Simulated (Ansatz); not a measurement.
One input, then a changed one: Hg (diamond type)

First run: DFT, PBE, PAW with Ansatz's default frozen-core files, scalar-relativistic (Ansatz 0.2.0).

Command: `ansatz run input.yaml --threads 1 --pin off --max-ram 2048MiB --backend cpu --events-out ev --progress --plain --runs-dir out` It took 3.4 s on 1 thread of AMD EPYC 7R43 64-Core Processor (Zen 3) (shared host), peak memory 0.42 GiB.

```yaml
crystal:
  lattice:
    - [0.0, 3.0847699732, 3.0847699732]
    - [3.0847699732, 0.0, 3.0847699732]
    - [3.0847699732, 3.0847699732, 0.0]
  atoms:
    - { symbol: Hg, position: [-0.125, -0.125, -0.125] }
    - { symbol: Hg, position: [0.125, 0.125, 0.125] }
kpoints:
  mp_grid: { grid: [11, 11, 11] }
scf:
  occupations: { method: fermi_dirac, width: 0.05 }
hamiltonian:
  xc: pbe
  pseudopotentials: { kind: paw }
output:
  forces: true
  stress: true
  eigenvalues: true
  populations: true
  write_density: true
  write_potential: true
  elf: true
  volumetric_format: npy
```

The cell comes from a relaxation on PAW files under the same functional, begun from a prototype that needn't be the stable phase.

This run: volume at 0.52 of the series' base cell.

It converges in 6 SCF iterations at a pressure of 11.44 GPa, cutoff 420 eV.

A second input differs as follows:

```diff
 kpoints:
-  mp_grid: { grid: [11, 11, 11] }
+  mp_grid: { grid: [1, 1, 1] }
 scf:
   occupations: { method: fermi_dirac, width: 0.05 }
+  max_iter: 75
 hamiltonian:
   populations: true
-  write_density: true
-  write_potential: true
-  elf: true
-  volumetric_format: npy
```

Task: What is wrong with it, and what does the program do?

Result: The change was made to test one k-point for a small cell. The run converges in 7 SCF iterations at a pressure of 44.8 GPa, cutoff 420 eV, free energy +4.05 eV/atom against the first run's. Compare each number with the sound run's before taking it for a property of the system. The log ends:
```
        0.000000      44.808193      -0.000000
        0.000000       0.000000      44.808193
  P = ⅓ Tr σ = 44.8082 GPa (448.082 kbar)
--- Band table (eV) ---
  k-point 0: bands = ["-103.8205", "-103.8033", "-52.3017", "-52.3017", "-52.3017", "-52.1907", "-52.1907", "-52.1907", "2.8632", "3.2328", "3.2328", "3.2328", "3.3294", "3.3294", "4.8397", "4.8397", "4.8397", "5.4590", "5.4590", "16.3422", "17.7460", "17.7460", "17.7460", "18.6709"]
--- Löwdin populations: 2 sites ---
  site symbol       q [e]
     0     Hg     19.9001
     1     Hg     19.9001
  spilling = 0.004996 (of n_electrons = 40.000000)
```
